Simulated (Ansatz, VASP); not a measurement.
**One calculation of Al, two programs**

File INCAR:

```
  PREC = Accurate
  ENCUT = 520
  EDIFF = 1E-7
  ISMEAR = -1
  SIGMA = 0.08
  LREAL = False
  LASPH = True
  NELM = 100
  ALGO = Normal
  ISIF = 2
  LWAVE = False
  LCHARG = False
  NBANDS = 10
```

KPOINTS

```
regular mesh
0
Gamma
  12 12 12
```

Contents of POSCAR:

```
Al
1.0
    0.0000000000      2.1929261603      2.1929261603
    2.1929261603      0.0000000000      2.1929261603
    2.1929261603      2.1929261603      0.0000000000
Al
2
Direct
   -0.1250000000     -0.1250000000     -0.1250000000
    0.1250000000      0.1250000000      0.1250000000
```

Input for Ansatz:

```yaml
crystal:
  lattice:
    - [0.0, 2.1929261603, 2.1929261603]
    - [2.1929261603, 0.0, 2.1929261603]
    - [2.1929261603, 2.1929261603, 0.0]
  atoms:
    - { symbol: Al, position: [-0.125, -0.125, -0.125] }
    - { symbol: Al, position: [0.125, 0.125, 0.125] }
kpoints:
  mp_grid: { grid: [12, 12, 12] }
  band_path:
    path:
      - [0.0, 0.0, 0.0]
      - [0.5, 0.0, 0.5]
      - [0.625, 0.25, 0.625]
      - [0.375, 0.375, 0.75]
      - [0.0, 0.0, 0.0]
      - [0.5, 0.5, 0.5]
      - [0.5, 0.25, 0.75]
      - [0.5, 0.0, 0.5]
    npoints: 8
scf:
  occupations: { method: fermi_dirac, width: 0.08 }
hamiltonian:
  xc: lda
  pseudopotentials: { kind: paw }
output:
  forces: true
  stress: true
  eigenvalues: true
  populations: true
  dos: { projected: true, de: 0.2, e_range: [-14, 8] }
```

Change from the starting cell: volume scaled by 0.4, PAW files.

Alike in both runs: task single point; functional LDA; k mesh 12 × 12 × 12; occupations fermi-dirac, width 0.08 eV; no spin polarisation.

|  | VASP | Ansatz |
| --- | --- | --- |
| version | VASP 6.6.1 | Ansatz 0.2.0 |
| potentials or method | VASP PAW LDA potentials, release 64 (Al) | PAW with Ansatz's default frozen-core files, scalar-relativistic |
| plane-wave cutoff (eV) | 520 | 420 |
| valence electrons in the cell | 6 | 6 |

```tsv
	VASP	Ansatz	Ansatz less VASP
pressure (GPa)	206.4	204.5	-1.94
```

Caveats: the cell as given lies far from equilibrium; so large a pressure means that the cell lies far from this level's equilibrium, or that cutoff or potentials fall short (VASP).
